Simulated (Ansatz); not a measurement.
**MgSe: the crystal squeezed far**

The task here is to estimate one member of a computed series from the others.

Computed with Ansatz 0.2.0 (DFT, r2SCAN, PAW with Ansatz's default frozen-core files, scalar-relativistic, unless a step's input says otherwise).

### The structure to begin with

The structure is cubic, space group Fm-3m (No. 225). The conventional cell has a = 5.467 Å, b = 5.467 Å, c = 5.467 Å, α = 90.00°, β = 90.00°, γ = 90.00°. Mg (site symmetry m-3m) has 6 Se at 2.73 Å as nearest neighbours. Se (site symmetry m-3m) is surrounded by 6 Mg at 2.73 Å.

Coordinates:

```cif
data_structure
_symmetry_space_group_name_H-M 'P 1'
_symmetry_Int_Tables_number 1
_cell_length_a 3.8661
_cell_length_b 3.8661
_cell_length_c 3.8661
_cell_angle_alpha 60.000
_cell_angle_beta 60.000
_cell_angle_gamma 60.000
_cell_volume 40.86
loop_
_atom_site_label
_atom_site_type_symbol
_atom_site_fract_x
_atom_site_fract_y
_atom_site_fract_z
_atom_site_occupancy
Mg1 Mg 0.00000 0.00000 0.00000 1
Se1 Se 0.50000 0.50000 0.50000 1
```

Whether this phase is the stable one at these pressures isn't tested.

Atoms are numbered in the order of the input: Mg1, Se2.

Set-up of the first run:

The input, input.yaml:

```yaml
crystal:
  lattice:
    - [0.0, 2.7337235204, 2.7337235204]
    - [2.7337235204, 0.0, 2.7337235204]
    - [2.7337235204, 2.7337235204, 0.0]
  atoms:
    - { symbol: Mg, position: [0.0, 0.0, 0.0] }
    - { symbol: Se, position: [0.5, 0.5, 0.5] }
kpoints:
  mp_grid: { grid: [9, 9, 9] }
  band_path:
    path:
      - [0.0, 0.0, 0.0]
      - [0.5, 0.0, 0.5]
      - [0.625, 0.25, 0.625]
      - [0.375, 0.375, 0.75]
      - [0.0, 0.0, 0.0]
      - [0.5, 0.5, 0.5]
      - [0.5, 0.25, 0.75]
      - [0.5, 0.0, 0.5]
    npoints: 6
scf:
  occupations: { method: fermi_dirac, width: 0.03 }
hamiltonian:
  xc: r2scan
  pseudopotentials: { kind: paw }
output:
  forces: true
  stress: true
  eigenvalues: true
  efg: { contact_densities: true }
  populations: true
```

Launch:

```bash
> ansatz run input.yaml --threads 1 --pin off --max-ram 2048MiB --backend cpu --events-out ev --progress --plain --runs-dir out
```

Steps of the session up to this table: Volume scaled by 1, PAW; Volume scaled by 0.7, PAW; Volume scaled by 0.65, PAW; Volume scaled by 0.6, PAW.

One of the session's tables, all rows but one given; the rest of the session is left out.

```
method  volume over the first  volume (Å³/atom)  pressure (GPa)  gap (eV)
   PAW                      1            20.430            0.17      2.48
   PAW                    0.7                 ?               ?         ?
   PAW                   0.65            13.279           69.10      2.66
   PAW                    0.6            12.258           96.17      2.13
```

Q: Estimate the row for PAW, 0.7 from the others.

As computed: volume (Å³/atom): 14.301; pressure (GPa): 49.33; gap (eV): 3.06. In the column «volume (Å³/atom)» it lies between PAW, 0.65 (13.279) and PAW, 1 (20.430).
